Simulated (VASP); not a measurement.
# GaP (F-43m) in VASP: a series of runs

Runs on GaP. Level: PBEsol. Tasks: relaxation of cell and atoms, relaxation of the atoms.

Program: VASP 6.6.1. These are calculated values, not measurements. Logs are shortened: lines on timing, memory, paths and dates and some standing lists are left out, and cuts for length are marked.

## Step 1: The crystal as given

The structure is cubic, space group F-43m (No. 216). Conventional cell: a = 5.437 Å, b = 5.437 Å, c = 5.437 Å, α = 90.00°, β = 90.00°, γ = 90.00°. Ga (site symmetry -43m) is surrounded by 4 P at 2.35 Å. Around P (site symmetry -43m) lie 4 Ga at 2.35 Å.

## Step 2: Relaxation of cell and atoms, PBEsol

Contents of INCAR:

```
SYSTEM = GaP
PREC = Accurate
ENCUT = 600
EDIFF = 1E-7
ISMEAR = 0
SIGMA = 0.03
LREAL = .False.
LASPH = .True.
NELM = 80
ALGO = Normal
ISIF = 3
LWAVE = .False.
LCHARG = .False.
GGA = PS
IBRION = 2
NSW = 90
EDIFFG = -0.005
```

Contents of KPOINTS:

```
regular mesh
0
Gamma
  8 8 8
  0 0 0
```

Contents of POSCAR:

```
GaP                                     
1.0
    0.0000000000      2.7184163017      2.7184163017
    2.7184163017     -0.0000000000      2.7184163017
    2.7184163017      2.7184163017      0.0000000000
  Ga              P             
     1     1
Direct
     0.0000000000000000    0.0000000000000000    0.0000000000000000
     0.2500000000000000    0.2500000000000000    0.2500000000000000
```

Potentials or basis: VASP PAW PBE potentials, release 64 (Ga_d, P).

Launch:

```sh
$ cat potpaw_PBE.64/Ga_d/POTCAR potpaw_PBE.64/P/POTCAR > POTCAR
$ mpirun -np 1 vasp_std > vasp.out
```

OUTCAR:

```text
SYSTEM = GaP
   PREC = Accurate
   ENCUT = 600
   EDIFF = 1E-7
   ISMEAR = 0
   LREAL = .False.
   LASPH = .True.
   NELM = 80
   ISIF = 3
   GGA = PS
   IBRION = 2
   NSW = 90
   EDIFFG = -0.005

 ion  position               nearest neighbor table
   1  0.000  0.000  0.000-   2 2.35   2 2.35   2 2.35   2 2.35
   2  0.250  0.250  0.250-   1 2.35   1 2.35   1 2.35   1 2.35

  LATTYP: Found a face centered cubic cell.
 ALAT       =     5.4368326034

  Lattice vectors:

 A1 = (   0.0000000000,   2.7184163017,   2.7184163017)
 A2 = (   2.7184163017,   0.0000000000,   2.7184163017)
 A3 = (   2.7184163017,   2.7184163017,   0.0000000000)

Analysis of symmetry for initial positions (statically):
=====================================================================
 Subroutine PRICEL returns:
 Original cell was already a primitive cell.

 Routine SETGRP: Setting up the symmetry group for a
 face centered cubic supercell.

 Subroutine GETGRP returns: Found 24 space group operations
 (whereof 24 operations were pure point group operations)
 out of a pool of 48 trial point group operations.

The static configuration has the point symmetry T_d .

Analysis of symmetry for dynamics (positions and initial velocities):
=====================================================================
 Subroutine PRICEL returns:
 Original cell was already a primitive cell.

 Routine SETGRP: Setting up the symmetry group for a
 face centered cubic supercell.

 Subroutine GETGRP returns: Found 24 space group operations
 (whereof 24 operations were pure point group operations)
 out of a pool of 48 trial point group operations.

The dynamic configuration has the point symmetry T_d .

 Subroutine INISYM returns: Found 24 space group operations
 (whereof 24 operations are pure point group operations),
 and found     1 'primitive' translations

----------------------------------------------------------------------------------------

                                     Primitive cell

  volume of cell :      40.1770

  direct lattice vectors                    reciprocal lattice vectors
     0.000000000  2.718416302  2.718416302    -0.183930622  0.183930622  0.183930622
     2.718416302  0.000000000  2.718416302     0.183930622 -0.183930622  0.183930622
     2.718416302  2.718416302  0.000000000     0.183930622  0.183930622 -0.183930622

  length of vectors
     3.844421202  3.844421202  3.844421202     0.318577182  0.318577182  0.318577182

  position of ions in fractional coordinates (direct lattice)
     0.000000000  0.000000000  0.000000000
     0.250000000  0.250000000  0.250000000

  ion indices of the primitive-cell ions
   primitive index   ion index
                 1           1
                 2           2

----------------------------------------------------------------------------------------

 KPOINTS: regular mesh

Automatic generation of k-mesh.
 Grid dimensions read from file:
 generate k-points for:    8    8    8

 Generating k-lattice:

  Cartesian coordinates                     Fractional coordinates (reciprocal lattice)
    -0.022991328  0.022991328  0.022991328     0.125000000  0.000000000  0.000000000
     0.022991328 -0.022991328  0.022991328     0.000000000  0.125000000  0.000000000
     0.022991328  0.022991328 -0.022991328     0.000000000  0.000000000  0.125000000

  Length of vectors
     0.039822148  0.039822148  0.039822148

  Shift w.r.t. Gamma in fractional coordinates (k-lattice)
     0.000000000  0.000000000  0.000000000

 Subroutine IBZKPT returns following result:
 ===========================================

 Found     29 irreducible k-points:

 Following reciprocal coordinates:
            Coordinates               Weight
  0.000000  0.000000  0.000000      1.000000
  0.125000  0.000000  0.000000      8.000000
  0.250000  0.000000  0.000000      8.000000
  0.375000  0.000000  0.000000      8.000000
  0.500000  0.000000  0.000000      4.000000
  0.125000  0.125000  0.000000      6.000000
[... 16 lines left out ...]
  0.500000  0.250000  0.125000     48.000000
 -0.375000  0.250000  0.125000     24.000000
 [... further k-points ...]
   k-points           NKPTS =     29   k-points in BZ     NKDIM =     29   number of bands    NBANDS=     13
   number of dos      NEDOS =    301   number of ions     NIONS =      2
   total plane-waves  NPLWV =  32768
   dimension x,y,z NGX =    32 NGY =   32 NGZ =   32
   dimension x,y,z NGXF=    64 NGYF=   64 NGZF=   64
   ions per type =               1   1
   NGX,Y,Z   is equivalent  to a cutoff of  13.84, 13.84, 13.84 a.u.
   NGXF,Y,Z  is equivalent  to a cutoff of  27.68, 27.68, 27.68 a.u.
 SYSTEM =  GaP
   PREC   = accura    normal or accurate (medium, high low for compatibility)
   ISTART =      0    job   : 0-new  1-cont  2-samecut
   ICHARG =      2    charge: 1-file 2-atom 10-const
   ISPIN  =      1    spin polarized calculation?
   LNONCOLLINEAR =      F non collinear calculations
   LSORBIT =      F    spin-orbit coupling
   LASPH  =      T    aspherical Exc in radial PAW
   ENCUT  =  600.0 eV  44.10 Ry    6.64 a.u.   7.68  7.68  7.68*2*pi/ulx,y,z
   NELM   =     80;   NELMIN=  2; NELMDL= -5     # of ELM steps
   EDIFF  = 0.1E-06   stopping-criterion for ELM
   LREAL  =      F    real-space projection
   EDIFFG = -.5E-02   stopping-criterion for IOM
   NSW    =     90    number of steps for IOM
   IBRION =      2    ionic relax: 0-MD 1-quasi-New 2-CG
   NFREE  =      1    steps in history (QN), initial steepest desc. (CG)
   ISIF   =      3    stress and relaxation
   ISYM   =      2    0-nonsym 1-usesym 2-fastsym
   POTIM  = 0.5000    time-step for ionic-motion
   TEBEG  =    0.0;   TEEND  =   0.0 temperature during run
   PSTRESS=    0.0 pullay stress
   NELECT =      18.0000    total number of electrons
   NUPDOWN=      -1.0000    fix difference up-down
   EMIN   =  10.00;   EMAX   =-10.00  energy-range for DOS
   EFERMI =   0.00;   METHOD = LEGACY
   ISMEAR =     0;   SIGMA  =   0.03  broadening in eV -4-tet -1-fermi 0-gaus
   EFERMI_NEDOS =   21; number of points for ismear=-14 and -15
   IALGO  =     38    algorithm
   IMIX   =      4    mixing-type and parameters
     AMIX     =   0.40;   BMIX     =  1.00
     AMIX_MAG =   1.60;   BMIX_MAG =  1.00
  volume/ion in A,a.u.               =      20.09       135.56
  Fermi-wavevector in a.u.,A,eV,Ry     =   1.252679  2.367220 21.350316  1.569204
  Thomas-Fermi vector in A             =   2.386568
   LORBIT       =      0    0 simple, 1 ext, 2 COOP (PROOUT), +10 PAW based schemes
   GGA     = PS    functional components
   LHFCALC =     F    Hartree Fock is set to
   AEXX    =    0.0000 exact exchange contribution
   IVDW    =     0    specifies the selected vdW correction
   LEPSILON=     F    determine dielectric tensor
   LRPA    =     F    only Hartree local field effects (RPA)
 conjugate gradient relaxation of ions
 non-spin polarized calculation
 Gauss-broadening in eV      SIGMA  =   0.03
  energy-cutoff  :      600.00
  volume of cell :       40.18
 maximum number of plane-waves:      1363
   NGX = 15   NGY = 15   NGZ = 15

 number of electron      18.0000006 magnetization

 Free energy of the ion-electron system (eV)
  ---------------------------------------------------
  ext. energy  EPLUGINS =         0.00000000
  ---------------------------------------------------
  free energy    TOTEN  =        -9.92110651 eV

  energy without entropy =       -9.92110651  energy(sigma->0) =       -9.92110651

 E-fermi :   4.8415     XC(G=0): -10.0552

 val. band max:        4.6458062684   @ k =   0.0000   0.0000   0.0000
 cond. band min:       6.1469105005   @ k =   0.5000   0.5000   0.0000
 fundamental gap:      1.5011042322
 Fermi energy:         4.8414552381

 k-point     1 :       0.0000    0.0000    0.0000
  band No.  band energies     occupation
      1      -9.9089      2.00000
      2      -9.9089      2.00000
      3      -9.9089      2.00000
      4      -9.8058      2.00000
      5      -9.8058      2.00000
      6      -7.9353      2.00000
      7       4.6458      2.00000
      8       4.6458      2.00000
      9       4.6458      2.00000
     10       6.4582      0.00000
     11       8.4705      0.00000
     12       8.4705      0.00000
     13       8.4705      0.00000

 k-point     2 :       0.1250    0.0000    0.0000
  band No.  band energies     occupation
      1      -9.9233      2.00000
      2      -9.9040      2.00000
      3      -9.9040      2.00000
      4      -9.8059      2.00000
      5      -9.8059      2.00000
      6      -7.7295      2.00000
      7       2.9918      2.00000
      8       4.4094      2.00000
      9       4.4094      2.00000
     10       7.0703      0.00000
     11       8.8277      0.00000
     12       8.8277      0.00000
     13       9.0594      0.00000

 k-point     3 :       0.2500    0.0000    0.0000
  band No.  band energies     occupation
      1      -9.9548      2.00000
      2      -9.8936      2.00000
      3      -9.8936      2.00000
      4      -9.8046      2.00000
      5      -9.8046      2.00000
      6      -7.1457      2.00000
      7       0.7149      2.00000
      8       3.9675      2.00000
      9       3.9675      2.00000
     10       6.7473      0.00000
     11       9.3368      0.00000
     12       9.3368      0.00000
     13      10.9453      0.00000
[... 305 lines left out ...]
 k-point    23 :       0.5000    0.2500    0.1250
  band No.  band energies     occupation
      1      -9.9943      2.00000
      2      -9.8776      2.00000
      3      -9.8677      2.00000
      4      -9.8151      2.00000
      5      -9.7966      2.00000
      6      -5.8768      2.00000
      7      -1.1260      2.00000
      8       1.5336      2.00000
      9       2.8809      2.00000
     10       8.0708      0.00000
     11       9.0075      0.00000
     12      10.2680      0.00000
     13      11.7233      0.00000

 k-point    24 :      -0.3750    0.2500    0.1250
  band No.  band energies     occupation
      1     -10.0001      2.00000
      2      -9.8771      2.00000
      3      -9.8644      2.00000
      4      -9.8114      2.00000
      5      -9.7984      2.00000
      6      -5.4051      2.00000
      7      -1.8637      2.00000
      8       1.3771      2.00000
      9       2.6631      2.00000
     10       8.0610      0.00000
     11       8.8339      0.00000
     12      11.0770      0.00000
     13      12.5058      0.00000

 [... further k-points ...]
[... 5 lines left out ...]
  --------------------------------------------------------------------------------------
  -------------------------------------------------------------------------------------
  Total        0.0008287      0.0008287      0.0008287     -0.0000000      0.0000000      0.0000000
  in kB        0.0330452      0.0330452      0.0330452     -0.0000000      0.0000000      0.0000000
  external PRESSURE =       0.0330452 kB  Pullay stress =       0.0000000 kB

 VOLUME and BASIS-vectors are now :
 -----------------------------------------------------------------------------
  energy-cutoff  :      600.00
  volume of cell :       40.18
      direct lattice vectors                 reciprocal lattice vectors
     0.000000000  2.718416302  2.718416302    -0.183930622  0.183930622  0.183930622
     2.718416302  0.000000000  2.718416302     0.183930622 -0.183930622  0.183930622
     2.718416302  2.718416302  0.000000000     0.183930622  0.183930622 -0.183930622

 POSITION                                       TOTAL-FORCE (eV/Angst)
 -----------------------------------------------------------------------------------
      0.00000      0.00000      0.00000        -0.000000     -0.000000     -0.000000
      1.35921      1.35921      1.35921         0.000000      0.000000      0.000000
 -----------------------------------------------------------------------------------
    total drift:                                0.000001      0.000001      0.000001

  FREE ENERGIE OF THE ION-ELECTRON SYSTEM (eV)
  ---------------------------------------------------
  free  energy   TOTEN  =        -9.9211065095 eV

  energy  without entropy=       -9.9211065095  energy(sigma->0) =       -9.92110651

 reached required accuracy - stopping structural energy minimisation
```

Wall time 12 s (1 thread of AMD EPYC 9R45 (Zen 5), shared host); peak memory 0.15 GiB.

What came out:

```yaml
Free_energy: -9.9211 eV
Pressure_after_relaxing: 0.0 GPa
Band_gap_on_the_k_mesh: 1.50 eV, indirect (least direct gap 1.81 eV)
```

Final structure:
```yaml
crystal:
  lattice:
    - [0.00000, 2.71842, 2.71842]
    - [2.71842, 0.00000, 2.71842]
    - [2.71842, 2.71842, 0.00000]
  atoms:
    - { symbol: Ga, position: [0.00000, 0.00000, 0.00000] }
    - { symbol: P, position: [0.25000, 0.25000, 0.25000] }
```

Caveat: the relaxation stopped at its first step, so nothing moved; the PAW data sets were made with another functional, which shifts forces and pressure a little. A k mesh can miss the band edges.

[end of part 1 of 2]
